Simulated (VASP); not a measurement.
**C in VASP: one cell, several levels of theory**

Aim: gap, levels, forces and stress of C built on the diamond prototype, under +3.0 % biaxial strain in x and y, free along z at fixed geometry. Runs: PBE, r2SCAN. The results are then set beside those of Ansatz 0.2.0 for the same cell.

Program: VASP 6.6.1. PAW datasets, plane waves. No spin polarisation and no zero-point or thermal motion.

### 1 The cell

The cell comes from an earlier relaxation with r2SCAN in another program, then strained, with the atoms relaxed again.

It is tetragonal, I4_1/amd (No. 141); a = 2.593 Å, c = 3.538 Å in the conventional setting, 5.95 Å³ an atom. C has 4 C at 1.57 Å.

Structure file:

```
CELL_PARAMETERS angstrom
0.00000 1.83353 1.76891
1.83353 0.00000 1.76891
1.83353 1.83353 0.00000
ATOMIC_POSITIONS crystal
C 0.00000 0.00000 0.00000
C 0.25000 0.25000 0.25000
```

### 2 PBE at this geometry

Contents of INCAR:

```
ENCUT = 520.000000
SIGMA = 0.020000
EDIFF = 1.00e-07
GGA = PE
PREC = Accurate
IBRION = -1
ISIF = 2
ISMEAR = -1
NBANDS = 11
NELM = 120
NSW = 0
LASPH = .TRUE.
LCHARG = .FALSE.
LWAVE = .FALSE.
LREAL = .FALSE.
```

Contents of KPOINTS:

```
KPOINTS created by Atomic Simulation Environment
0
Gamma
12 12 12
0 0 0
```

Contents of KPOINTS_OPT:

```
special points
7
Reciprocal
0.0000000000 0.0000000000 0.0000000000 1
0.5000000000 0.0000000000 0.5000000000 1
0.6250000000 0.2500000000 0.6250000000 1
0.3750000000 0.3750000000 0.7500000000 1
0.5000000000 0.5000000000 0.5000000000 1
0.5000000000 0.2500000000 0.7500000000 1
0.3671870000 0.3671870000 0.0000000000 1
```

Contents of POSCAR:

```
C
 1.0000000000000000
     0.0000000000000000    1.8335278667999999    1.7689115518000000
     1.8335278667999999    0.0000000000000000    1.7689115518000000
     1.8335278667999999    1.8335278667999999    0.0000000000000000
 C
   2
Cartesian
  0.0000000000000000  0.0000000000000000  0.0000000000000000
  0.9167639333999998  0.9167639333999998  0.8844557758999999
```

The run uses the recommended PBE PAW datasets (8 valence electrons a neutral cell).

The run is started by

```bash
$ mpirun -np 1 vasp_std
```

Printed to the terminal (iteration lines stand in OSZICAR):

```text
POSCAR found type information on POSCAR C
 POSCAR found :  1 types and       2 ions
 LDA part: xc-table for (Slater+PW92), standard interpolation
 POSCAR, INCAR and KPOINTS ok, starting setup
 FFT: planning ... GRIDC
 FFT: planning ... GRID_SOFT
 FFT: planning ... GRID
 WAVECAR not read
 entering main loop
 Start KPOINTS_OPT (optional k-point list driver)
k-point batch [1-7\7]
```

OSZICAR:

```text
N       E                     dE             d eps       ncg     rms          rms(c)
DAV:   1     0.187883074302E+00    0.18788E+00   -0.46882E+03  3642   0.712E+02
DAV:   2    -0.182861075051E+02   -0.18474E+02   -0.17859E+02  4658   0.120E+02
DAV:   3    -0.186811073483E+02   -0.39500E+00   -0.39397E+00  4206   0.137E+01
DAV:   4    -0.186817976760E+02   -0.69033E-03   -0.69032E-03  3850   0.726E-01
DAV:   5    -0.186817985623E+02   -0.88628E-06   -0.88624E-06  4091   0.246E-02    0.522E+00
DAV:   6    -0.182697984750E+02    0.41200E+00   -0.21518E-01  3670   0.323E+00    0.312E+00
DAV:   7    -0.181310220810E+02    0.13878E+00   -0.26791E-01  3838   0.365E+00    0.683E-01
DAV:   8    -0.181327104448E+02   -0.16884E-02   -0.77786E-03  3757   0.649E-01    0.421E-02
DAV:   9    -0.181327550095E+02   -0.44565E-04   -0.62635E-05  4327   0.636E-02    0.236E-02
DAV:  10    -0.181327751713E+02   -0.20162E-04   -0.16036E-05  3832   0.346E-02    0.519E-03
DAV:  11    -0.181327752216E+02   -0.50353E-07   -0.25565E-07  4360   0.448E-03
   1 F= -.18132775E+02 E0= -.18132775E+02  d E =-.197936E-10
       N       E                     dE             ncg
DAV:   1     0.164506699156E+04   -0.24355E+04      154
DAV:   2     0.149877470514E+04   -0.14629E+03      203
DAV:   3     0.149563644293E+04   -0.31383E+01      169
DAV:   4     0.149563153616E+04   -0.49068E-02      172
DAV:   5     0.149563152939E+04   -0.67744E-05      180
DAV:   6     0.149563152938E+04   -0.11928E-07      172
```

The lines after F= are the extra pass for the points of KPOINTS_OPT, at fixed density; their E is not a total energy.

From OUTCAR:

```text
k-points           NKPTS =    163   k-points in BZ     NKDIM =    163   number of bands    NBANDS=     11

   NELECT =       8.0000    total number of electrons

   dimension x,y,z NGX =    20 NGY =   20 NGZ =   20
   dimension x,y,z NGXF=    40 NGYF=   40 NGZF=   40

  energy-cutoff  :      520.00
  volume of cell :       11.89
      direct lattice vectors                 reciprocal lattice vectors
     0.000000000  1.833527867  1.768911552    -0.272698337  0.272698337  0.282659695
     1.833527867  0.000000000  1.768911552     0.272698337 -0.272698337  0.282659695
     1.833527867  1.833527867  0.000000000     0.272698337  0.272698337 -0.282659695

 k-points in reciprocal lattice and weights: KPOINTS created by Atomic Simulation Env
   0.00000000  0.00000000  0.00000000       0.001
   0.08333333  0.00000000  0.00000000       0.005
   0.16666667 -0.00000000  0.00000000       0.005
   0.25000000  0.00000000  0.00000000       0.005
   0.33333333 -0.00000000  0.00000000       0.005
   0.41666667  0.00000000  0.00000000       0.005
   0.50000000  0.00000000  0.00000000       0.002
   0.08333333  0.08333333  0.00000000       0.001
[... 155 more k-points ...]

 E-fermi :   9.7311

 k-point     1 :       0.0000    0.0000    0.0000
  band No.  band energies     occupation
      1     -11.7923      2.00000
      2       8.8914      2.00000
      3       8.8914      2.00000
      4       9.3941      2.00000
      5      14.2409      0.00000
      6      14.6754      0.00000
      7      14.6754      0.00000
      8      21.3026      0.00000
      9      27.7721      0.00000
     10      34.1876      0.00000
     11      35.4642      0.00000

 k-point     2 :       0.0833    0.0000    0.0000
  band No.  band energies     occupation
      1     -11.6060      2.00000
      2       7.8426      2.00000
      3       8.5778      2.00000
      4       8.9672      2.00000
      5      14.6712      0.00000
      6      15.0650      0.00000
      7      15.3076      0.00000
      8      21.5022      0.00000
      9      28.0870      0.00000
     10      32.3886      0.00000
     11      33.3466      0.00000

 k-point     3 :       0.1667   -0.0000    0.0000
  band No.  band energies     occupation
      1     -11.0497      2.00000
      2       5.4289      2.00000
      3       7.8854      2.00000
      4       8.2955      2.00000
      5      15.5141      0.00000
      6      15.9037      0.00000
      7      16.3297      0.00000
      8      22.0870      0.00000
      9      28.7398      0.00000
     10      31.0222      0.00000
     11      31.7830      0.00000

 k-point     4 :       0.2500    0.0000    0.0000
  band No.  band energies     occupation
      1     -10.1323      2.00000
      2       2.6917      2.00000
      3       7.1594      2.00000
      4       7.6322      2.00000
      5      16.2249      0.00000
      6      16.6592      0.00000
      7      17.1205      0.00000
      8      22.9183      0.00000
      9      29.1175      0.00000
     10      30.8049      0.00000
     11      31.3342      0.00000

 k-point     5 :       0.3333   -0.0000    0.0000
  band No.  band energies     occupation
      1      -8.8775      2.00000
      2       0.0071      2.00000
      3       6.5761      2.00000
      4       7.1118      2.00000
      5      16.5828      0.00000
      6      17.0596      0.00000
      7      17.6494      0.00000
      8      23.7058      0.00000
      9      29.3091      0.00000
     10      31.7680      0.00000
     11      31.9677      0.00000

 k-point     6 :       0.4167    0.0000    0.0000
  band No.  band energies     occupation
      1      -7.3686      2.00000
      2      -2.4007      2.00000
      3       6.2079      2.00000
      4       6.7880      2.00000
      5      16.7079      0.00000
      6      17.1708      0.00000
      7      17.9117      0.00000
      8      24.1838      0.00000
      9      29.8016      0.00000
     10      32.8484      0.00000
     11      33.4408      0.00000

 k-point     7 :       0.5000    0.0000    0.0000
  band No.  band energies     occupation
      1      -6.2781      2.00000
      2      -3.7969      2.00000
      3       6.0828      2.00000
      4       6.6787      2.00000
      5      16.7339      0.00000
      6      17.1804      0.00000
      7      17.9831      0.00000
      8      24.3228      0.00000
      9      30.2593      0.00000
     10      32.3389      0.00000
     11      34.3189      0.00000

 k-point     8 :       0.0833    0.0833    0.0000
  band No.  band energies     occupation
      1     -11.5319      2.00000
      2       8.0298      2.00000
      3       8.0298      2.00000
      4       8.7812      2.00000
      5      14.0119      0.00000
      6      15.7207      0.00000
      7      15.7207      0.00000
      8      21.4534      0.00000
      9      28.2604      0.00000
     10      32.2393      0.00000
     11      34.5176      0.00000

 k-point     9 :       0.1667    0.0833    0.0000
  band No.  band energies     occupation
      1     -11.0871      2.00000
      2       6.2162      2.00000
      3       7.2469      2.00000
      4       8.3671      2.00000
      5      14.2490      0.00000
      6      16.7136      0.00000
      7      16.7344      0.00000
      8      21.6288      0.00000
      9      28.8946      0.00000
     10      30.6053      0.00000
     11      33.3954      0.00000

 k-point    10 :       0.2500    0.0833    0.0000
  band No.  band energies     occupation
      1     -10.2785      2.00000
      2       3.6046      2.00000
      3       6.5247      2.00000
      4       7.7654      2.00000
      5      15.0302      0.00000
      6      17.5362      0.00000
      7      17.5600      0.00000
      8      21.9992      0.00000
      9      29.4534      0.00000
     10      30.0251      0.00000
     11      32.7981      0.00000

 k-point    11 :       0.3333    0.0833    0.0000
  band No.  band energies     occupation
      1      -9.1240      2.00000
      2       0.9172      2.00000
      3       6.0037      2.00000
      4       7.0867      2.00000
      5      15.7632      0.00000
      6      17.9739      0.00000
      7      18.0445      0.00000
      8      22.5739      0.00000
      9      29.5655      0.00000
     10      30.5511      0.00000
     11      33.3120      0.00000

 k-point    12 :       0.4167    0.0833    0.0000
  band No.  band energies     occupation
      1      -7.6776      2.00000
      2      -1.5817      2.00000
      3       5.7399      2.00000
      4       6.4963      2.00000
      5      16.1915      0.00000
      6      17.9845      0.00000
      7      18.3444      0.00000
      8      23.3628      0.00000
      9      29.5135      0.00000
     10      31.7530      0.00000
     11      34.1385      0.00000

 k-point    13 :       0.5000    0.0833    0.0000
  band No.  band energies     occupation
      1      -6.2719      2.00000
      2      -3.4710      2.00000
      3       5.7489      2.00000
      4       6.0734      2.00000
      5      16.4330      0.00000
      6      17.7943      0.00000
      7      18.4787      0.00000
      8      24.0600      0.00000
      9      29.5302      0.00000
     10      32.4172      0.00000
     11      34.5910      0.00000

 k-point    14 :      -0.4167    0.0833    0.0000
  band No.  band energies     occupation
      1      -6.7579      2.00000
      2      -2.8684      2.00000
      3       5.8611      2.00000
      4       6.0223      2.00000
      5      16.6311      0.00000
      6      17.5429      0.00000
      7      18.4990      0.00000
      8      24.2061      0.00000
      9      29.4101      0.00000
     10      32.5340      0.00000
     11      32.8279      0.00000

 k-point    15 :      -0.3333    0.0833    0.0000
  band No.  band energies     occupation
      1      -8.2802      2.00000
      2      -0.6386      2.00000
      3       5.8871      2.00000
      4       6.5317      2.00000
      5      16.7838      0.00000
      6      17.2101      0.00000
      7      18.3946      0.00000
      8      23.6753      0.00000
      9      29.2890      0.00000
     10      30.7533      0.00000
     11      32.3031      0.00000

 k-point    16 :      -0.2500    0.0833    0.0000
  band No.  band energies     occupation
      1      -9.6229      2.00000
      2       1.9469      2.00000
      3       6.1675      2.00000
      4       7.2201      2.00000
      5      16.6637      0.00000
      6      16.7744      0.00000
      7      18.0059      0.00000
      8      22.8697      0.00000
      9      29.2606      0.00000
     10      29.4516      0.00000
     11      31.5432      0.00000

[... the tables of k-points 17 to 163 left out ...]

  Total       -1.9980626     -1.9980626      0.2677320      0.0000000      0.0000000      0.0000000
  in kB     -269.1587717   -269.1587717     36.0661491      0.0000000      0.0000000      0.0000000
  external PRESSURE =    -167.4171314 kB  Pullay stress =       0.0000000 kB

 POSITION                                       TOTAL-FORCE (eV/Angst)
 -----------------------------------------------------------------------------------
      0.00000      0.00000      0.00000         0.000000      0.000000      0.000000
      0.91676      0.91676      0.88446         0.000000      0.000000      0.000000
 -----------------------------------------------------------------------------------
    total drift:                                0.000000      0.000000      0.000000

  FREE ENERGIE OF THE ION-ELECTRON SYSTEM (eV)
  ---------------------------------------------------
  free  energy   TOTEN  =       -18.1327752216 eV

  energy  without entropy=      -18.1327752216  energy(sigma->0) =      -18.13277522
```

Hardware: 1 MPI rank of Intel Xeon Platinum 8488C, shared host.

The levels at the points of KPOINTS_OPT are read from vasprun.xml.

Band energies at the special points (eV, zero at the top of v, the last band that the electrons fill by count):

| point | v−1 | v | c | c+1 |
| --- | --- | --- | --- | --- |
| Γ | -0.50 | 0.00 | 4.85 | 5.28 |
| X | -6.17 | -6.17 | 4.60 | 4.60 |
| U | -9.22 | -5.28 | 5.50 | 10.38 |
| K | -9.14 | -5.80 | 4.67 | 9.42 |
| L | -3.31 | -2.72 | 7.34 | 7.79 |
| W | -8.22 | -8.22 | 9.74 | 9.74 |

Gap with PBE: 3.14 eV, valence top at Γ, conduction bottom at (0.37, 0.37, 0.00). Least direct gap: 4.85 eV. Pressure: -16.74 GPa; the forces vanish within 0.01 eV/Å.

[end of part 1 of 2]
